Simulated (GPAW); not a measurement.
Runs of GPAW 26.7.0 on MgB2. It takes space group P6/mmm (No. 191, hexagonal). Conventional cell: a = 3.085 Å, b = 3.085 Å, c = 3.523 Å, α = 90.00°, β = 90.00°, γ = 120.00°. Mg (site symmetry 6/mmm) has 12 B at 2.51 Å as nearest neighbours. Around B (site symmetry -6m2) lie 3 B at 1.78 Å. 

| task | level | potentials or basis | cell | optimizer | fmax | max steps | target pressure | band path | gap on the mesh (eV) | pressure (GPa) | V0 of scaled cells (Å³/atom) | relaxed volume (Å³/atom) | B0 (GPa) |
| --- | --- | --- | --- | --- | --- | --- | --- | --- | --- | --- | --- | --- | --- |
| relaxation of cell and atoms | PBEsol+D3 | PAW data sets generated in the run's folder for this functional, pw | relaxed to -1 GPa | BFGS | 0.01 eV/Å | 60 | -1 GPa | - | none | -1.1 | - | - | - |
| relaxation of cell and atoms | PBEsol+D4 | PAW data sets generated in the run's folder for this functional, pw | relaxed | BFGS | 0.01 eV/Å | 40 | - | - | none | -0.1 | - | 9.31 | - |
| equation of state | optPBE-vdW | GPAW PAW data sets (gpaw-data 1.2.1), pw | as given | - | - | - | - | - | - | - | (a) | - | 150 |
| equation of state | LDA | PAW data sets generated in the run's folder for this functional, pw | as given | - | - | - | - | - | - | - | 9.20 | - | 165 |
| band structure | PBEsol | PAW data sets generated in the run's folder for this functional, pw | as given | - | - | - | - | GMKGALHA,LM,KH | - | -3.3 | - | - | - |
| relaxation of cell and atoms | RPBE+D3(BJ) | the program's PAW data sets (release 1.2.1) made for this functional, pw | relaxed to 1 GPa | BFGS | 0.02 eV/Å | 40 | 1 GPa | - | none | 0.9 | - | - | - |
| relaxation of cell and atoms | TASK | GPAW PAW data sets (gpaw-data 1.2.1), pw | relaxed | BFGS | 0.01 eV/Å | 100 | - | - | none | 0.0 | - | (b) | - |

Alike in all rows: no spin polarisation; k mesh 7 × 7 × 5; cutoff (eV) 800; smearing fermi-dirac 0.05 eV.

Problem. Fill in the values left out.

Solution. (a) 9.71; (b) 10.36.

Caveats: later steps reuse the first step's grids (some runs); pairwise dispersion overbinds metals, which lowers pressure and volume (some runs); the cell was scaled at fixed shape and fractional positions, which overstates the stiffness of a crystal with free parameters, most of all of layers and chains (some runs); the PAW data sets were made with another functional, which shifts forces and pressure a little (some runs).

A gap of «none» marks a metal or a gap under the smearing width.

Runs at the PBE level aren't shown here.
